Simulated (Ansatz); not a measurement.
**RbBr (Pm-3m): phonons**

Method: PBEsol, all-electron LAPW in Ansatz 0.2.0, scalar-relativistic.

Cell and atoms were relaxed beforehand by PAW with this functional.

The structure is one entry of a database and needn't be the stable phase.

Launched as:

```sh
ansatz run input.yaml --threads 1 --pin off --max-ram 3072MiB --backend cpu --events-out ev --progress --plain --runs-dir out
```

Input file:

```yaml
crystal:
  lattice:
    - [4.07008511772, 0.0, 0.0]
    - [0.0, 4.07008511772, 0.0]
    - [0.0, 0.0, 4.07008511772]
  atoms:
    - { symbol: Rb, position: [0.0, 0.0, 0.0] }
    - { symbol: Br, position: [0.5, 0.5, 0.5] }
kpoints:
  mp_grid: { grid: [6, 6, 6] }
scf:
  occupations: { method: fixed }
hamiltonian:
  xc: pbesol
  pseudopotentials: { kind: all_electron, lapw: { basis_error: 0.001 } }
phonons:
  qmesh: [2, 2, 2]
  qpath:
    path:
      - [0.0, 0.0, 0.0]
      - [0.0, 0.5, 0.0]
      - [0.5, 0.5, 0.0]
      - [0.0, 0.0, 0.0]
      - [0.5, 0.5, 0.5]
      - [0.0, 0.5, 0.0]
      - [0.5, 0.5, 0.5]
      - [0.5, 0.5, 0.0]
    npoints: 6
  temperatures: { t_min: 0, t_max: 1000, t_step: 100 }
```

The program printed:

```
Warning: RAYON_NUM_THREADS=1 ignored (pool sized by the plan → 1); use --threads N
LAPW: plane waves up to 5.603 Å⁻¹, error target 1.0e-3 eV per atom; small_component_spin mean_spin; Br in spheres of 1.687 Å, 23 of its electrons in bands, Dirac shells []; Rb in spheres of 1.732 Å, 25 of its electrons in bands, ...
Engine: ansatz 0.2.0, aarch64-unknown-linux-gnu
Pseudopotentials: kind: all_electron
Pseudopotential: Rb, LAPW, valence charge 25, lapw/all_electron/scalar/gaussian/Rb, Koelling and Harmon's equation, gaussian nucleus
Pseudopotential: Br, LAPW, valence charge 23, lapw/all_electron/scalar/gaussian/Br, Koelling and Harmon's equation, gaussian nucleus
Functional definition: PBEsol
  exchange = pbesol_x
  correlation = pbesol_c
davidson cushion auto → on  (no smearing: the cushion is to keep the highest requested band from converging to the state above it; pin scf.eigensolver.cushion to override)
Crystal: 4 atoms, lattice volume = 134.847 Å³
Basis set: ecut = 119.61963404342465 eV, 399 PW (Γ), FFT grids on a1, a2, a2+a3, exchange–correlation at level 2
Bands: 58, of which v1, the nominal top of the filled ones, is band 48 counted from 1 (47 counted from 0)
Symmetry: 32 space group operations
k-points: 24 of 108
Non-local potential: Rb, projectors of the file, none
Non-local potential: Br, projectors of the file, none
Initial density: superposition of atomic densities (chi_scale 0.1, normalization cell, long waves kept (reshape's long-wave potential 0.00 eV rms))
Initial wavefunctions: plane waves of lowest kinetic energy (no species holds an atomic orbital)
Functional: x = pbesol(κ = 0.804, μ = 0.12345679012345678), c = pbesol(β = 0.046)
iter 1 solved again at ethr=6.78e-4 eV; its pass at ethr=1.00e-1 eV (dr2=6.50e-1 eV) is discarded
SCF iter   1: F=—  HF=-303908.730998 eV  |F-HF|=—  |Δ(HF+E_count)|=         —  Δρ=1.29e-2  dr2=6.51e-1  ethr=6.78e-4  ⟨swp⟩=2.3  Hψ=8191  notcnv=0
[... 116 lines left out ...]
  E_smearing   = -0.000000  (= −TS)
  E_closure    = 0.000000  (closes the sum)
  Σ components = -303908.338319   (vs F -303908.338319, Δ=0.00e0)
  Basis errors (estimates in eV, not in F): energy 4.0e-4 per atom: plane waves 3.8e-4 (2.0e-4 summed), levels above the bands 0.0e0, relativity 1.3e-8, radial functions 1.9e-5, core shells 1.6e-6; eigenvalues (radial functions ...
--- Forces (eV/Å), atoms counted from 1 ---
  atom   1  Rb     0.00000000    -0.00000000     0.00000000
  atom   2  Br     0.00000000    -0.00000000     0.00000000
  atom   3  Rb     0.00000000     0.00000000    -0.00000000
  atom   4  Br     0.00000000    -0.00000000     0.00000000
  max |Σ_I F_I| component: 1.73e-31 eV/Å
--- Phonons: 6 displaced members + 3 references (amplitude of the first 0.01 Å, Σ member SCF iterations 31) ---
  ASR residual: 7.820e-4 → 0.000e0 eV/Å²; symmetrization residual: 2.815e-4 eV/Å²
  largest component of a force at the reference: 1.7e-31 eV/Å
  ASR residual per site (eV/Å²): 7.82e-4 2.65e-4
  Γ frequencies (cm⁻¹): 0.00 0.00 0.00 75.15 75.15 75.15
--- Phonons (by wavevector): 4 wavevectors in 3 supercells ---
  supercell 1 (2 cells, vectors [1, 0, 0], [0, 1, -1], [0, 0, 2] in multiples of the cell's): 2 displaced members by 0.01 Å; free energy -303908.338319 eV; taken off its force constants: by the sum rule 4.9e-4, by the ...
  symmetry images taken by strict's conditions (phonons.symmetry_images: auto; settled by no image being taken that strict refuses)
  supercell 2 (2 cells, vectors [1, 0, 0], [0, 1, 0], [0, 0, 2] in multiples of the cell's): 2 displaced members by 0.01 Å; free energy -303908.338319 eV; taken off its force constants: by the sum rule 7.8e-4, by the ...
  symmetry images taken by strict's conditions (phonons.symmetry_images: auto; settled by no image being taken that strict refuses)
  supercell 3 (2 cells, vectors [0, 1, -1], [-1, 1, 0], [0, 0, 2] in multiples of the cell's): 2 displaced members by 0.01 Å; free energy -303908.338319 eV; taken off its force constants: by the sum rule 2.8e-4, by the ...
  symmetry images taken by strict's conditions (phonons.symmetry_images: auto; settled by no image being taken that strict refuses)
  q = [0.0000, 0.0000, 0.0000] (star 1, supercell 1; hermiticity 0.00e0, symmetrization 6.34e-5): -0.00 -0.00 0.00 75.15 75.15 75.15
  q = [0.0000, 0.0000, -0.5000] (star 3, supercell 2; hermiticity 1.36e-16, symmetrization 1.15e-16): 48.43 48.43 54.13 54.13 96.47 97.83
  q = [0.0000, -0.5000, -0.5000] (star 3, supercell 1; hermiticity 9.79e-17, symmetrization 6.21e-16): 44.53 48.22 64.23 64.23 90.87 90.87
  q = [-0.5000, -0.5000, -0.5000] (star 1, supercell 3; hermiticity 9.63e-17, symmetrization 9.43e-16): 72.55 72.55 72.55 81.86 81.86 81.86
  joined force constants: q→R imaginary residual 1.23e-17
  density of states and harmonic sums: on the 16×16×16 q-mesh, interpolated from the force constants of a 2×2×2 supercell (no non-analytic term)
  largest difference from the sums on the solved wave vectors: F 9.16e-2 eV, S 1.24e-4 and C_V 3.23e-5 eV/K
```

Self-consistency was reached.

### Zone-centre phonons

Harmonic phonons of a crystal by Kohn-Sham DFT at the given cell, standard atomic masses, acoustic sum rule imposed; negative wavenumbers are unstable modes; optical zone-centre levels upwards with Mulliken labels, activity, and the element with most of the kinetic energy.

* Point group: m-3m

```tsv
number	phonon wavenumber (cm⁻¹)	label	infrared	raman	lead element
1	75.2	T1u	yes	no	Br
```

### Harmonic thermodynamics

Sums over wave vectors interpolated from the q mesh.

- Zero point energy: 12.43 meV/atom

```csv
temperature (K),phonon heat capacity (k_B/atom),phonon entropy (k_B/atom),phonon free energy (meV/atom)
100,2.767,3.351,-0.95
200,2.939,5.341,-39.3
300,2.972,6.541,-90.84
400,2.984,7.398,-151.1
500,2.99,8.064,-217.8
600,2.993,8.61,-289.7
700,2.995,9.071,-365.9
800,2.996,9.471,-445.9
900,2.997,9.824,-529
1000,2.997,10.14,-615.1
```

### Phonons on the q mesh

One row a degenerate set, branches counted upwards.

| Quantity | Value |
| --- | --- |
| Unstable phonons | no |

```csv
point,q a (r.l.u.),q b (r.l.u.),q c (r.l.u.),branch,phonon wavenumber (cm⁻¹),degeneracy
Gamma,0,0,0,4,75.2,3
X,0.5,0,0,1,48.4,2
X,0.5,0,0,3,54.1,2
X,0.5,0,0,5,96.5,1
X,0.5,0,0,6,97.8,1
M,0.5,0.5,0,1,44.5,1
M,0.5,0.5,0,2,48.2,1
M,0.5,0.5,0,3,64.2,2
M,0.5,0.5,0,5,90.9,2
R,0.5,0.5,0.5,1,72.6,3
R,0.5,0.5,0.5,4,81.9,3
```

Keep in mind: no LO-TO term at the zone centre; no LO-TO term in the interpolation; coarse q mesh.

Time and hardware: 4 min on 1 thread of Arm Neoverse V2, on a shared host, peak memory 0.43 GiB.
